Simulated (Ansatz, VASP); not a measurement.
# LiBr: VASP beside Ansatz

Contents of INCAR:

```
SYSTEM = LiBr
ALGO     = Normal         ! electronic algorithm
EDIFF    = 1E-7           ! SCF threshold, eV
ENCUT    = 520            ! plane-wave cutoff, eV
GGA      = PE             ! functional
ISIF     = 2              ! what is computed and relaxed
ISMEAR   = -1             ! smearing method
LASPH    = .TRUE.         ! aspherical terms in the spheres
LCHARG   = .FALSE.        ! write CHGCAR
LREAL    = .FALSE.        ! projectors in reciprocal space
LWAVE    = .FALSE.        ! write WAVECAR
NBANDS   = 12             ! bands
NELM     = 60             ! most SCF steps
PREC     = Accurate       ! precision mode
SIGMA    = 0.05           ! smearing width, eV
```

KPOINTS

```
k-points
0
G
  8 8 8
  0 0 0
```

File POSCAR:

```
LiBr
1.0
    0.0000000000      2.7688667561      2.7688667561
    2.7688667561      0.0000000000      2.7688667561
    2.7688667561      2.7688667561      0.0000000000
Br Li
1 1
Direct
    0.5000000000      0.5000000000      0.5000000000
    0.0000000000      0.0000000000      0.0000000000
```

Contents of input.yaml:

```yaml
crystal:
  lattice:
    - [0.0, 2.7688667561, 2.7688667561]
    - [2.7688667561, 0.0, 2.7688667561]
    - [2.7688667561, 2.7688667561, 0.0]
  atoms:
    - { symbol: Br, position: [0.5, 0.5, 0.5] }
    - { symbol: Li, position: [0.0, 0.0, 0.0] }
hamiltonian:
  xc: pbe
  pseudopotentials: { kind: paw }
kpoints:
  mp_grid: { grid: [8, 8, 8] }
scf:
  occupations: { method: fermi_dirac, width: 0.05 }
output:
  forces: true
  stress: true
  eigenvalues: true
```

Change from the starting cell: volume scaled by 1.02.

Alike in both runs: task single point; functional PBE; k mesh 8 × 8 × 8; occupations fermi-dirac, width 0.05 eV; no spin polarisation.

```csv
,VASP,Ansatz
version,VASP 6.6.1,Ansatz 0.2.0
potentials or method,"VASP PAW PBE potentials, release 64 (Br, Li_sv)",Ansatz PAW
plane-wave cutoff (eV),520,420
valence electrons in the cell,10,10
```

|  | VASP | Ansatz | Ansatz less VASP |
| --- | --- | --- | --- |
| gap on the k mesh at the Fermi level (eV) | 4.86 | 4.85 | -0.011 |
| least direct gap on the mesh (eV) | 4.86 | 4.85 | -0.011 |

The functional is the same, so the differences come from potentials, cutoffs and numerics.
